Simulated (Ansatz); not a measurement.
Si$_{2}$Mo (P6_222), an elastic constant from a strain scan

Computed with DFT PBEsol, scalar-relativistic, plane waves, PAW in Ansatz. Cutoff 420 eV, Γ-centred 12×12×6 k-points, Gaussian smearing of 0.15 eV. No spin polarisation. Energies are free energies at this smearing, counted from the undisturbed cell; pressure is positive in compression.

Reference structure (relaxed at this level; this form isn't the usual structure):

```
CELL_PARAMETERS angstrom
4.57444 0.00000 0.00000
-2.28722 3.96158 0.00000
0.00000 0.00000 6.56656
ATOMIC_POSITIONS crystal
Si 0.16417 0.83583 0.83333
Si 0.32834 0.16417 0.16667
Si 0.83583 0.67166 0.50000
Si 0.83583 0.16417 0.83333
Si 0.67166 0.83583 0.16667
Si 0.16417 0.32834 0.50000
Mo 0.50000 0.00000 0.50000
Mo 0.00000 0.50000 0.16667
Mo 0.50000 0.50000 0.83333
```

The cell is strained by ε times the Voigt pattern (1, -1, 0, 0, 0, 0) (xx, yy, zz, yz, xz, xy; engineering shear) with fractional coordinates fixed. The cell holds 9 atoms in V0 = 119.00 Å³. The stress column is τ = (1/V0) dE/dε, got from the stress tensor σ (compression positive) at each point as −det(1 + εP) σ : P(1 + εP)⁻¹, with P the pattern as a tensor.

```
      ε  ΔE (meV/atom)  τ (GPa)
-0.0400         45.072  -26.709
-0.0300         25.634  -20.364
-0.0200         11.520  -13.803
-0.0100          2.913   -7.019
 0.0000          0.000    0.000
 0.0100          2.981    7.267
 0.0200         12.065   14.792
 0.0300         27.467   22.578
 0.0350         37.604   26.567
 0.0400              ?        ?
```

Question: Which combination of elastic constants does this scan measure, and how large is it?

Answer: For small ε, τ = τ0 + Kε with K = pᵀCp, which for this pattern is C11 + C22 − 2 C12 in the Cartesian frame shown. The parabola through τ at ε = -0.0100, 0 and 0.0100 has slope K = 714 GPa at zero. The energies per cell, E = NΔE, of the same two points give K = 2[E(ε₊)/ε₊ − E(ε₋)/ε₋]/[(ε₊ − ε₋)V0] = 714 GPa, in agreement. These are clamped-ion values.

Question: Predict the withheld row at ε = 0.0400 from the harmonic law, and compare.

Answer: ΔE = V0(τ0 ε + Kε²/2)/N = 47.159 meV/atom and τ = 28.57 GPa. The calculation gives 49.401 meV/atom and 30.62 GPa, a miss of 4.8 % of the harmonic energy, so the harmonic law still holds here.

Forces appear on the atoms along this scan, and letting them relax would lower the energy and soften the response. The gap closes along the scan, which can put kinks into the curve.